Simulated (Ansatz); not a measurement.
Theory: Ansatz, DFT PBEsol, scalar-relativistic, plane waves, PAW.

Structure of Al:

```yaml
crystal:
  lattice:
    - [-1.60644, 1.60644, 1.60644]
    - [1.60644, -1.60644, 1.60644]
    - [1.60644, 1.60644, -1.60644]
  atoms:
    - { symbol: Al, position: [0.00000, 0.00000, 0.00000] }
```

Settings: cutoff 420 eV, Γ-centred mesh 18×18×18 on the computed 1-atom cell, Gaussian smearing of 0.10 eV; no spin polarisation.

Levels along Γ–H–N–Γ–P–H | P–N, in eV from the Fermi level, sorted by energy at each point. Points in fractions of the primitive reciprocal vectors: Γ (0.000 0.000 0.000), H (0.500 -0.500 0.500), N (0.000 0.000 0.500), P (0.250 0.250 0.250).
| point | k (1/Å, with 2π) | band 1 | band 2 | band 3 | band 4 | band 5 |
| --- | --- | --- | --- | --- | --- | --- |
| Γ | 0.000 | -11.09 | 13.10 | 13.10 | 13.10 | 14.58 |
| - | 0.279 | -10.80 | 10.89 | 10.89 | 13.11 | 13.37 |
| - | 0.559 | -9.93 | 8.22 | 8.22 | 10.24 | 10.97 |
| - | 0.838 | -8.48 | 5.94 | 5.94 | 7.64 | 8.90 |
| - | 1.117 | -6.49 | 4.15 | 4.15 | 5.60 | 7.12 |
| - | 1.397 | -3.96 | 2.87 | 2.87 | 4.13 | 5.73 |
| - | 1.676 | -0.97 | 2.10 | 2.10 | 3.26 | 4.68 |
| H | 1.956 | 1.85 | 1.85 | 1.85 | 2.96 | 2.96 |
| - | 2.153 | 0.55 | 0.90 | 1.98 | 3.56 | 4.54 |
| - | 2.351 | -0.92 | -0.44 | 2.36 | 4.24 | 6.82 |
| - | 2.548 | -2.13 | -1.63 | 3.00 | 5.04 | 9.40 |
| - | 2.746 | -3.08 | -2.59 | 3.90 | 6.07 | 12.23 |
| - | 2.943 | -3.76 | -3.29 | 5.05 | 7.33 | 12.28 |
| - | 3.141 | -4.17 | -3.72 | 6.47 | 8.78 | 10.09 |
| N | 3.338 | -4.30 | -3.86 | 8.10 | 8.20 | 9.92 |
| - | 3.536 | -5.92 | -1.98 | 8.22 | 8.33 | 10.05 |
| - | 3.734 | -7.48 | 0.34 | 8.56 | 8.74 | 10.42 |
| - | 3.931 | -8.77 | 2.90 | 9.13 | 9.42 | 11.04 |
| - | 4.129 | -9.78 | 5.67 | 9.93 | 10.34 | 11.88 |
| - | 4.326 | -10.51 | 8.59 | 10.95 | 11.44 | 12.92 |
| - | 4.524 | -10.95 | 11.43 | 12.16 | 12.54 | 14.00 |
| Γ | 4.721 | -11.09 | 13.10 | 13.10 | 13.10 | 14.58 |
| - | 4.963 | -10.87 | 11.40 | 11.53 | 11.53 | 14.82 |
| - | 5.205 | -10.22 | 8.74 | 8.74 | 9.07 | 15.45 |
| - | 5.447 | -9.13 | 6.05 | 6.05 | 6.78 | 16.44 |
| - | 5.689 | -7.62 | 3.70 | 3.70 | 4.65 | 17.67 |
| - | 5.931 | -5.71 | 1.74 | 1.74 | 2.79 | 19.04 |
| - | 6.173 | -3.42 | 0.17 | 0.17 | 1.27 | 20.56 |
| P | 6.415 | -0.98 | -0.98 | -0.98 | 0.36 | 21.48 |
| - | 6.657 | -1.73 | -1.73 | -0.88 | 2.54 | 19.89 |
| - | 6.899 | -2.06 | -2.06 | -1.20 | 5.88 | 16.82 |
| - | 7.141 | -2.00 | -2.00 | -1.13 | 9.49 | 13.29 |
| - | 7.383 | -1.52 | -1.52 | -0.66 | 10.01 | 10.01 |
| - | 7.625 | -0.65 | -0.65 | 0.17 | 7.10 | 7.10 |
| - | 7.867 | 0.61 | 0.61 | 1.21 | 4.61 | 4.61 |
| H | 8.108 | 1.85 | 1.85 | 1.85 | 2.96 | 2.96 |
| P | 8.108 | -0.98 | -0.98 | -0.98 | 0.36 | 21.48 |
| - | 8.248 | -1.86 | -1.43 | 0.04 | 0.94 | 20.80 |
| - | 8.388 | -2.61 | -2.12 | 1.19 | 2.00 | 19.27 |
| - | 8.528 | -3.22 | -2.73 | 2.48 | 3.24 | 17.37 |
| - | 8.667 | -3.69 | -3.22 | 3.90 | 4.59 | 15.25 |
| - | 8.807 | -4.03 | -3.58 | 5.43 | 6.00 | 13.15 |
| - | 8.947 | -4.23 | -3.79 | 7.04 | 7.36 | 11.19 |
| N | 9.086 | -4.30 | -3.86 | 8.10 | 8.20 | 9.92 |

This bcc form isn't the element's structure at ambient conditions.

Cost: 1 run of about 0.44 core-minutes, on Intel Xeon Platinum 8259CL (Skylake/Cascade Lake) (shared hosts).